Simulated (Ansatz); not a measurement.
The calculation used DFT, RPBE, plane waves (420 eV) with PAW, scalar-relativistic (Ansatz). The PAW files were generated under PBE, with cores re-solved for the functional.

An element in the omega (AlB2-type) structure gives this curve. The cell is scaled uniformly from the relaxed one, with fractional coordinates and shape fixed. Energies are extrapolated to zero smearing, pressures are those at the given smearing. Magnetic state: spin not included.

| V (Å³/atom) | E − E₀ (meV/atom) | P (GPa) |
| --- | --- | --- |
| 89.113 | 12.7 | 0.38 |
| 93.164 | 5.2 | 0.23 |
| 97.215 | 1.2 | 0.11 |
| 101.265 | 0.0 | 0.01 |
| 105.316 | 1.2 | -0.08 |
| 109.366 | 4.3 | -0.14 |
| 113.417 | 9.0 | -0.20 |

**Question.** Which element is it?
A. barium
B. calcium
C. rubidium
D. potassium

**Answer.** C. Its fit is V₀ = 101.16 Å³/atom, B₀ = 2.3 GPa, B₀′ = 3.7.
